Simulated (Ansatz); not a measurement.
# Zn (Im-3m) in Ansatz: settings compared, part 2 of 2

Ansatz 0.2.0.

### Step 3. Relaxation of cell and atoms, BLYP

Contents of input.yaml:

```yaml
crystal:
  lattice:
    - [-1.569037, 1.569037, 1.569037]
    - [1.569037, -1.569037, 1.569037]
    - [1.569037, 1.569037, -1.569037]
  atoms:
    - { symbol: Zn, position: [0.0, 0.0, 0.0] }
hamiltonian:
  xc: blyp
  pseudopotentials: { kind: paw }
kpoints:
  mp_grid: { grid: [12, 12, 12] }
scf:
  occupations: { method: fermi_dirac, width: 0.05 }
output:
  forces: true
  stress: true
  eigenvalues: true
  write_density: true
  write_potential: true
  elf: true
  volumetric_format: npy
relax:
  f_tol: 0.01
  max_steps: 40
  cell: { stress_tol: 0.05 }
```

Potentials or basis: Ansatz PAW.

Started as:

```console
ansatz run input.yaml --threads 2 --pin off --max-ram 5632MiB --backend cpu --events-out ev --progress --plain --runs-dir out
```

Standard output:

```text
Warning: RAYON_NUM_THREADS=2 ignored (pool sized by the plan → 2); use --threads N
Engine: ansatz 0.2.0, aarch64-unknown-linux-gnu
Pseudopotentials: kind: paw
Pseudopotential: Zn, paw, valence charge 12, recommended cutoff 420 eV (normal), Zn.paw.azcp
Functional definition: BLYP
  parameter beta = 0.0042
  parameter a = 0.04918
  parameter b = 0.132
  parameter c = 0.2533
  parameter d = 0.349
  exchange = b88_x(beta = beta)
  correlation = lyp_c(a = a, b = b, c = c, d = d)
Crystal: 1 atoms, lattice volume = 15.451 Å³
Basis set: ecut = 420 eV, 321 PW (Γ), exchange–correlation on 40×40×40 points (8 copies of the dense FFT grid, shifted against one another)
Bands: 10, of which v1, the nominal top of the filled ones, is band 6 counted from 1 (5 counted from 0)
Symmetry: 48 space group operations
Space group: Im-3m (ITA 229), of the structure as read, at distance tolerance 2.5e-5 Å
k-points: 72 of 1728
Non-local potential: Zn, projectors of the file, l = 0: 2, l = 1: 2, l = 2: 3, l = 3: 1
PAW form: soft (Blöchl's): semilocal exchange-correlation on the pseudo side does not see the compensation charge
PAW frozen core: Zn, regenerated for the run's functional, and the local potential with it (the file was generated under x = pbe(κ = 0.804, μ = 0.2195149727645171), c = pbe(β = 0.06672455060314922))
PAW one-centre angular grid: Zn, 590 points (default); XC on 64 Gauss nodes
Initial density: superposition of atomic densities (neutral atoms: chi_scale 0, normalization atom), corrected by the library's trained network
Initial wavefunctions: pseudopotential atomic-orbital guess
Functional: x = b88, c = lyp
SCF iter   1: F=—  HF=-3328.315504 eV  |F-HF|=—  |Δ(HF+E_count)|=         —  Δρ=7.17e-3  dr2=8.23e-3  ethr=1.77e-3  ⟨swp⟩=5.1  Hψ=4659  notcnv=0
preconditioner: auto → none  [metal: Δε(μ)=0.150 eV  Ē_g=17.356 eV  σ=0.050 eV  W_gap=0.49  n_scr=0 (ndim 8)  ℏωp=32.7 eV  f_vac=0.000  D(μ)=0.35/eV (n_scr^D=0)]
SCF iter   2: F=—  HF=-3328.315267 eV  |F-HF|=—  |Δ(HF+E_count)|=   2.37e-4  Δρ=5.19e-3  dr2=1.49e-3  ethr=6.86e-5  ⟨swp⟩=2.8  Hψ=1890  notcnv=0  defer=5
SCF iter   3: F=—  HF=-3328.315077 eV  |F-HF|=—  |Δ(HF+E_count)|=   1.90e-4  Δρ=1.92e-3  dr2=5.95e-4  ethr=1.25e-5  ⟨swp⟩=2.0  Hψ=1418  notcnv=0  defer=5
SCF iter   4: F=—  HF=-3328.315028 eV  |F-HF|=—  |Δ(HF+E_count)|=   4.95e-5  Δρ=3.80e-4  dr2=8.94e-6  ethr=4.96e-6  ⟨swp⟩=2.7  Hψ=1200  notcnv=0  defer=5
SCF iter   5: F=—  HF=-3328.315036 eV  |F-HF|=—  |Δ(HF+E_count)|=   8.20e-6  Δρ=1.79e-4  dr2=2.90e-6  ethr=7.45e-8  ⟨swp⟩=2.0  Hψ=1140  notcnv=0  defer=5
SCF iter   6: F=-3328.315035 eV  HF=-3328.315035 eV  |F-HF|=5.03e-9  |Δ(HF+E_count)|=   1.05e-6  Δρ=8.16e-6  dr2=5.81e-9  ethr=8.33e-10  ⟨swp⟩=6.5  Hψ=4327  notcnv=0
SCF 1 converged in 6 iterations: F = -3328.315035 eV  dr2 = 5.81e-9
relax step   1: F+E_penalty+E_count = -3328.31503476 eV  Δ(F+E_penalty+E_count) = +0.000e0 eV  max|allowed force component| = 0.000e0 eV/Å  Δτ_max = 0.0000 Å  P = +5.957 GPa  Ω = 15.451 Å³  (6 SCF iters, dr2 threshold 1.00e-7 eV, accepted)
Crystal: 1 atoms, lattice volume = 16.447 Å³
Initial density: handed on by an earlier stage of this run
Initial wavefunctions: those handed on with the density
iter 1 solved again at ethr=2.66e-5 eV; its pass at ethr=3.10e-3 eV (dr2=3.19e-3 eV) is discarded
SCF iter   1: F=—  HF=-3328.341033 eV  |F-HF|=—  |Δ(HF+E_count)|=         —  Δρ=5.04e-3  dr2=3.41e-3  ethr=2.66e-5  ⟨swp⟩=1.8  Hψ=7344  notcnv=0
preconditioner: auto → none  [metal: Δε(μ)=0.133 eV  Ē_g=16.788 eV  σ=0.050 eV  W_gap=0.47  n_scr=0 (ndim 8)  ℏωp=31.7 eV  f_vac=0.000  D(μ)=0.28/eV (n_scr^D=0)]
[... 39 lines left out ...]
iter 1 solved again at ethr=1.58e-8 eV; its pass at ethr=3.10e-3 eV (dr2=1.90e-6 eV) is discarded
SCF iter   1: F=—  HF=-3328.347111 eV  |F-HF|=—  |Δ(HF+E_count)|=         —  Δρ=1.42e-4  dr2=2.91e-6  ethr=1.58e-8  ⟨swp⟩=2.0  Hψ=6435  notcnv=0
preconditioner: auto → none  [insulator: Δε(μ)=0.162 eV  Ē_g=16.239 eV  σ=0.050 eV  W_gap=0.65  n_scr=0 (ndim 8)  ℏωp=30.8 eV  f_vac=0.000  D(μ)=0.28/eV (n_scr^D=0)  ε∞_Penn≈4.6]
SCF iter   2: F=—  HF=-3328.347112 eV  |F-HF|=—  |Δ(HF+E_count)|=   1.15e-6  Δρ=7.23e-5  dr2=3.37e-7  ethr=1.58e-8  ⟨swp⟩=2.0  Hψ=1147  notcnv=0
SCF iter   3: F=—  HF=-3328.347112 eV  |F-HF|=—  |Δ(HF+E_count)|=   2.96e-7  Δρ=1.83e-5  dr2=6.72e-8  ethr=2.81e-9  ⟨swp⟩=2.0  Hψ=1144  notcnv=0
SCF iter   4: F=-3328.347112 eV  HF=-3328.347112 eV  |F-HF|=9.89e-10  |Δ(HF+E_count)|=   2.09e-8  Δρ=4.62e-6  dr2=1.64e-9  ethr=1.40e-10  ⟨swp⟩=6.4  Hψ=3290  notcnv=0
SCF 6 converged in 4 iterations: F = -3328.347112 eV  dr2 = 1.64e-9
relax step   6: F+E_penalty+E_count = -3328.34711209 eV  Δ(F+E_penalty+E_count) = +1.942e-6 eV  max|allowed force component| = 0.000e0 eV/Å  Δτ_max = 0.0000 Å  P = +0.004 GPa  Ω = 17.414 Å³  energy of the carried Pulay correction = -1.188e-5 eV  (4 SCF iters, dr2 threshold 1.68e-8 eV, accepted)
iter 1 solved again at ethr=2.83e-6 eV; its pass at ethr=3.10e-3 eV (dr2=3.40e-4 eV) is discarded
SCF iter   1: F=—  HF=-3328.347125 eV  |F-HF|=—  |Δ(HF+E_count)|=         —  Δρ=4.16e-6  dr2=1.13e-9  ethr=2.83e-6  ⟨swp⟩=2.1  Hψ=6239  notcnv=0
eigensolver tolerance schedule: the retry pair's looser diagonalisation over-reported the residual by 300848.33 of it (diagonalisation noise at an unbounded share of the residual, at the tolerance the schedule requests for it); recorded, not acted on — ethr = c·dr2/N_el stays at c = 1.0e-1
preconditioner: auto → none  [insulator: Δε(μ)=0.162 eV  Ē_g=16.237 eV  σ=0.050 eV  W_gap=0.65  n_scr=0 (ndim 8)  ℏωp=30.8 eV  f_vac=0.000  D(μ)=0.28/eV (n_scr^D=0)  ε∞_Penn≈4.6]
SCF iter   2: F=—  HF=-3328.347125 eV  |F-HF|=—  |Δ(HF+E_count)|=   1.89e-7  Δρ=2.85e-6  dr2=1.44e-9  ethr=9.42e-12  ⟨swp⟩=3.1  Hψ=1483  notcnv=0
SCF iter   3: F=—  HF=-3328.347125 eV  |F-HF|=—  |Δ(HF+E_count)|=  1.76e-10  Δρ=1.58e-6  dr2=1.65e-10  ethr=9.42e-12  ⟨swp⟩=2.0  Hψ=1090  notcnv=0
SCF iter   4: F=—  HF=-3328.347125 eV  |F-HF|=—  |Δ(HF+E_count)|=  1.91e-10  Δρ=9.00e-7  dr2=4.96e-11  ethr=1.37e-12  ⟨swp⟩=2.0  Hψ=1135  notcnv=0
SCF iter   5: F=-3328.347125 eV  HF=-3328.347125 eV  |F-HF|=2.27e-12  |Δ(HF+E_count)|=  3.09e-11  Δρ=1.44e-7  dr2=4.12e-12  ethr=1.00e-12  ⟨swp⟩=3.8  Hψ=3213  notcnv=0
SCF 7 converged in 5 iterations: F = -3328.347125 eV  dr2 = 4.12e-12
relax step   7: F+E_penalty+E_count = -3328.34712514 eV  Δ(F+E_penalty+E_count) = -1.306e-5 eV  max|allowed force component| = 0.000e0 eV/Å  Δτ_max = 0.0000 Å  P = +0.004 GPa  Ω = 17.414 Å³  stress off target by 4.42e-3 GPa  SCF on the basis re-selected at this cell (its energy is not comparable with the rows above)  (5 SCF iters)
basis re-selected at this cell: Δ(F+E_penalty+E_count) = -1.306e-5 eV, ΔP = +0.000 GPa vs the last step (what re-selecting the basis moved, of the pressure what is left beyond the Pulay correction that the steps carried, after the strain that the cell walked since its last selection, with what the two solves' SCF thresholds leave and, on support functions, any second-order correction that the steps lacked; it is no measure of the basis error at this ecutwfc). This SCF's stress stands 4.42e-3 GPa from its target on what of the cell is left free (relax.cell.stress_tol is 5.00e-2 GPa) and its largest allowed force component is 0.00e0 eV/Å (relax.f_tol is 1.00e-2 eV/Å): within both
SCF converged after 5 iterations
Free energy (F): -3328.347125 eV
Harris-Foulkes:  -3328.347125 eV  (|F-HF|=2.27e-12)
Internal energy: -3328.344563 eV  (E = F + TS)
E sigma→0 (E₀):  -3328.345844 eV
Entropy (-TS):   -0.002562 eV (-2.562 meV/atom)
Fermi energy:    9.543096 eV
--- Per-component energies (eV) ---
  E_band       = 33.995209
  E_kinetic    = 130.727320
  E_local      = -1617.190629  (includes V_loc(G=0)·N_el)
  E_nonlocal   = 608.609699
  E_hartree    = 677.125724
  E_xc         = -135.757237
  E_vxc        = -50.363915  (∫ρ·V_xc dr)
  E_paw        = -1836.423883  (= ΣΔE_a)
  E_vpaw       = -392.038261  (= ΣTr[D̂ρ^β])
  E_aug_tail   = -0.000368  (compensation charges beyond the density's cutoff)
  E_ewald      = -1155.369568
  E_core_change = -0.065622  (= ΣΔE_core)
  E_smearing   = -0.002562  (= −TS)
  E_closure    = -0.000000  (closes the sum)
  Σ components = -3328.347125   (vs F -3328.347125, Δ=0.00e0)
--- Forces (eV/Å), atoms counted from 1 ---
  atom   1  Zn     0.00000000    -0.00000000     0.00000000
  max |Σ_I F_I| component: 8.42e-32 eV/Å
--- Stress (GPa, compression-positive) ---
        0.004416       0.000000       0.000000
        0.000000       0.004416       0.000000
        0.000000      -0.000000       0.004416
  P = ⅓ Tr σ = 0.0044 GPa (0.044 kbar)
--- Band table (eV; the first three rows and the last of 72) ---
  k-point 0: bands = ["0.2624", "2.0555", "2.0555", "2.0555", "2.4569", "2.4569", "26.3290", "26.3290", "26.3290", "29.4589"]
  k-point 1: bands = ["0.4627", "2.0400", "2.0612", "2.0968", "2.4426", "2.4576", "24.2674", "25.2391", "25.7931", "27.7810"]
  k-point 2: bands = ["1.0267", "1.9979", "2.1040", "2.2120", "2.4156", "2.4602", "20.6042", "23.5022", "24.5460", "26.5270"]
  k-point 71: bands = ["1.6639", "1.6639", "2.6610", "2.6610", "2.6610", "13.5805", "13.5805", "13.5805", "15.3495", "18.1119"]
--- Relaxed structure (5 steps of the walk, 5 accepted, 2 SCFs on fresh bases) ---
  F+E_penalty+E_count = -3328.34712514 eV   max|allowed force component| = 0.000e0 eV/Å   (the final SCF, on the basis selected at the relaxed cell)
  cell:  # Å, volume = 17.4137 Å³
    - [-1.632838726144655, 1.632838726144655, 1.632838726144655]
    - [1.632838726144655, -1.632838726144655, 1.632838726144655]
    - [1.632838726144655, 1.632838726144655, -1.632838726144655]
  atoms:
    - { symbol: Zn, position: [0.0, 0.0, 0.0] }
```

rho_z.tsv:

```text
# z_ang	rho[e/angstrom^3]
# format = ansatz-planar-average/11
# lattice	-1.632838726	1.632838726	1.632838726
# lattice	1.632838726	-1.632838726	1.632838726
# lattice	1.632838726	1.632838726	-1.632838726
# sites	1
# site	30	0.000000000	0.000000000	0.000000000
0.000000	2.131603e0
0.141408	1.895183e0
0.282816	1.363221e0
0.424224	8.543138e-1
0.565632	5.240587e-1
0.707040	3.475581e-1
[... 12 lines left out ...]
2.545344	1.363221e0
2.686752	1.895183e0
```

It took 3.3 s on 2 threads of Arm Neoverse V2, shared host; peak memory 0.28 GiB.

Results:

- Free energy: -3328.3471 eV
- Relaxed volume: 17.41 Å³/atom
- Relaxed cell: a = 2.828 Å, b = 2.828 Å, c = 2.828 Å, α = 109.47°, β = 109.47°, γ = 109.47°
- Space group after relaxing (to 0.05 Å): Im-3m (No. 229)
- Energy gained by relaxing: 32.1 meV/atom
- Ionic steps: 7
- Pressure after relaxing: 0.0 GPa
- Band gap on the k mesh: none (metal or under the smearing width)

The path:
| step | energy change (eV) | largest force (eV/Å) | volume (Å³) |
| --- | --- | --- | --- |
| 1 | 0.0000 | 0.0000 | 15.45 |
| 2 | -0.0248 | 0.0000 | 16.45 |
| 3 | -0.0310 | 0.0000 | 17.19 |
| 4 | -0.0312 | 0.0000 | 17.38 |
| 5 | -0.0321 | 0.0000 | 17.38 |
| 6 | -0.0321 | 0.0000 | 17.41 |
| 7 | -0.0321 | 0.0000 | 17.41 |

Final structure:
```cif
data_structure
_symmetry_space_group_name_H-M 'P 1'
_symmetry_Int_Tables_number 1
_cell_length_a 2.8282
_cell_length_b 2.8282
_cell_length_c 2.8282
_cell_angle_alpha 109.471
_cell_angle_beta 109.471
_cell_angle_gamma 109.471
_cell_volume 17.41
loop_
_atom_site_label
_atom_site_type_symbol
_atom_site_fract_x
_atom_site_fract_y
_atom_site_fract_z
_atom_site_occupancy
Zn1 Zn 0.00000 0.00000 0.00000 1
```

Caveat: the plane-wave basis is chosen anew once the cell has moved, so the energies of steps on either side of that aren't comparable; the PAW data sets come from PBE, with cores solved anew for the run's functional, which leaves a small shift of forces and pressure.

### Step 4. Single point, PBE

Contents of input.yaml:

```yaml
crystal:
  lattice:
    - [-1.569037, 1.569037, 1.569037]
    - [1.569037, -1.569037, 1.569037]
    - [1.569037, 1.569037, -1.569037]
  atoms:
    - { symbol: Zn, position: [0.0, 0.0, 0.0] }
hamiltonian:
  xc: pbe
  pseudopotentials: { kind: paw }
kpoints:
  mp_grid: { grid: [12, 12, 12] }
scf:
  occupations: { method: gaussian, width: 0.012 }
output:
  forces: true
  stress: true
  eigenvalues: true
```

Started as:

```console
ansatz run input.yaml --threads 2 --pin off --max-ram 5632MiB --backend cpu --events-out ev --progress --plain --runs-dir out
```

It took 0.44 s on 2 threads of Arm Neoverse V2, shared host; peak memory 0.26 GiB.

The run converged. Its results:

- Free energy: -3318.9374 eV
- Pressure: -0.2 GPa
- Band gap on the k mesh: none (metal or under the smearing width)

Levels at points of the mesh, in eV from the Fermi level:
```tsv
k point	band 4	band 5	band 6	band 7	band 8	band 9
(0.00, 0.00, 0.00)	-7.67	-7.18	-7.18	19.00	19.00	19.00
(0.00, 0.00, -0.50)	-7.14	-6.84	-2.59	-0.93	11.28	12.61
(-0.50, -0.50, -0.50)	-6.92	-6.92	4.22	4.22	4.22	7.50
```

### Step 5. Single point, PBE

input.yaml: that of step 4 with these lines changed.

```diff
@@ -13,3 +13,3 @@
 scf:
-  occupations: { method: gaussian, width: 0.012 }
+  occupations: { method: gaussian, width: 0.013 }
 output:
```

Started as:

```console
ansatz run input.yaml --threads 2 --pin off --max-ram 5632MiB --backend cpu --events-out ev --progress --plain --runs-dir out
```

Wall time 0.44 s (2 threads of Arm Neoverse V2, shared host); peak memory 0.26 GiB.

Results (log left out):

| Item | Value |
| --- | --- |
| Free energy | -3318.9375 eV |
| Pressure | -0.2 GPa |
| Band gap on the k mesh | none (metal or under the smearing width) |

Levels at points of the mesh, in eV from the Fermi level:
| k point | band 3 | band 4 | band 5 | band 6 | band 7 | band 8 | band 9 | band 10 |
| --- | --- | --- | --- | --- | --- | --- | --- | --- |
| (0.00, 0.00, 0.00) | -7.67 | -7.67 | -7.18 | -7.18 | 19.00 | 19.00 | 19.00 | 20.41 |
| (0.00, 0.00, -0.50) | -7.20 | -7.14 | -6.84 | -2.59 | -0.93 | 11.28 | 12.61 | 15.20 |
| (-0.50, -0.50, -0.50) | -6.92 | -6.92 | -6.92 | 4.22 | 4.22 | 4.22 | 7.50 | 8.57 |

### Step 6. The runs side by side

```tsv
task	level	cell	smearing	gap on the mesh (eV)	pressure (GPa)	relaxed volume (Å³/atom)
relaxation of cell and atoms	revPBE	relaxed	fermi-dirac 0.05 eV	none	0.0	15.91
relaxation of cell and atoms	BLYP	relaxed	fermi-dirac 0.05 eV	none	0.0	17.41
single point	PBE	as given	gaussian 0.012 eV	none	-0.2	-
single point	PBE	as given	gaussian 0.013 eV	none	-0.2	-
```

Alike in all rows: potentials or basis Ansatz PAW; no spin polarisation; k mesh 12 × 12 × 12; cutoff (eV) 420.

Caveats: the plane-wave basis is chosen anew once the cell has moved, so the energies of steps on either side of that aren't comparable (some runs); the PAW data sets come from PBE, with cores solved anew for the run's functional, which leaves a small shift of forces and pressure (some runs).

Absolute energies hang on the potentials; compare differences alone.
